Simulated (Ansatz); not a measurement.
# Na2S in Ansatz: the effect of exact exchange

Crystal: Na2S.

```
CELL_PARAMETERS angstrom
0.00000 3.27350 3.27350
3.27350 0.00000 3.27350
3.27350 3.27350 0.00000
ATOMIC_POSITIONS crystal
S 0.00000 0.00000 0.00000
Na 0.75000 0.75000 0.75000
Na 0.25000 0.25000 0.25000
```

Alike in all runs:

| Property | Result |
| --- | --- |
| Program | Ansatz 0.2.0 |
| Task | single point |
| Functional | HSE06 form with a typed share of exact exchange |
| Potentials or basis | Ansatz PAW |
| Cutoff | 420 eV (not typed: the program's choice for these potentials) |
| k mesh | 4 × 4 × 4 |
| Occupations | fermi-dirac, width 0.05 eV |
| Spin | no spin polarisation |

```tsv
exact exchange	gap on the mesh (eV)	pressure (GPa)
0.05	2.67	0.2
0.1	2.87	0.0
0.15	3.07	-0.1
0.2	3.28	-0.2
0.25	3.49	-0.3
0.3	3.70	-0.4
0.4	4.12	-0.7
0.5	?	?
```

Task: What does the run with exact exchange 0.5 give?

Result: gap on the mesh 4.55 eV; pressure -0.9 GPa.

Worked out: A straight line through the other rows of the gap on the mesh, of slope 4.15 eV per unit of exact exchange, extrapolates to 4.53 eV, against the run's 4.55. A straight line through the other rows of the pressure, of slope -2.4 GPa per unit of exact exchange, extrapolates to -0.9 GPa, against the run's -0.9.

Caveats: the PAW data sets come from PBE, with cores solved anew for the run's functional, which leaves a small shift of forces and pressure; the thresholds are loose for stress.

